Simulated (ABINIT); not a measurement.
Crystal: Zn.

```
CELL_PARAMETERS angstrom
2.67000 0.00000 0.00000
-1.33500 2.31229 0.00000
0.00000 0.00000 4.96600
ATOMIC_POSITIONS crystal
Zn 0.66667 0.33333 0.75000
Zn 0.33333 0.66667 0.25000
```

Base run:

```yaml
Program: ABINIT 10.8.3 (patched build)
Functional: AM05
Potentials_or_basis: JTH PAW PBE v2.0
Cutoff: 707 eV
k_mesh: 11 × 11 × 6
Occupations: fermi-dirac, width 0.05 eV
Spin: no spin polarisation
```

Its results: band gap on the k mesh none (metal or under the smearing width); pressure -5.8 GPa.

The run is repeated on the same cell with these changes: functional from AM05 to PBE. What comes out?

Band gap on the k mesh none (metal or under the smearing width); pressure -0.7 GPa.

PBE binds less tightly than AM05, so the same cell stands under more pressure.

Caveats: the PAW data sets were made with another functional, which shifts forces and pressure a little (some runs).

Not every run made on this cell is shown here.
